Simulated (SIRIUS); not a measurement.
# Bi under changes of volume

One of the cells (35.070 Å³/atom); the others are scaled copies at fixed shape and fractional positions:

```xyz
2
Lattice="2.2675 1.3091 3.9380 -2.2675 1.3091 3.9380 0.0000 -2.6183 3.9380" Properties=species:S:1:pos:R:3 pbc="T T T"
Bi    0.0000    0.0000    9.0495
Bi    0.0000    0.0000    2.7645
```

```yaml
Program: SIRIUS 7.12.0
Functional: LDA
Potentials_or_basis: all-electron FP-LAPW
Cutoff: 157 eV
Basis: apw+lo standard
k_mesh: 7 × 7 × 7
Occupations: fermi-dirac, width 0.05 eV
Spin: no spin polarisation
```

```csv
volume (Å³/atom),energy over the lowest point (meV/atom),gap on the mesh (eV)
32.965,4.97,0.30
33.667,0.00,0.29
34.368,0.30,0.27
35.070,5.13,0.26
35.771,13.86,0.26
36.472,?,?
37.174,41.65,0.24
```

Task: What does the run at 36.472 Å³/atom give?

Result: Energy over the lowest point 26.34 meV/atom; gap on the mesh 0.25 eV.

Worked out: A Birch-Murnaghan fit of order 3 (a polynomial in V^(-2/3)) to the other rows has its minimum at 33.98 Å³/atom with B0 = V·E''(V) = 54 GPa and B' = 5.2 at fixed shape and positions, which overstates the stiffness. It gives 26.21 meV/atom at 36.472 Å³/atom, against the run's 26.34. A straight line through the other rows of the gap, of slope -0.494 eV per unit of ln V, gives 0.25 eV, against the run's 0.25.

Energies are extrapolated to zero smearing.

Caveats: spin-orbit coupling is left out, which as a rule narrows the gap of such compounds by several tenths of an eV; an odd mesh through Γ misses points on the zone boundary, where band edges often lie.
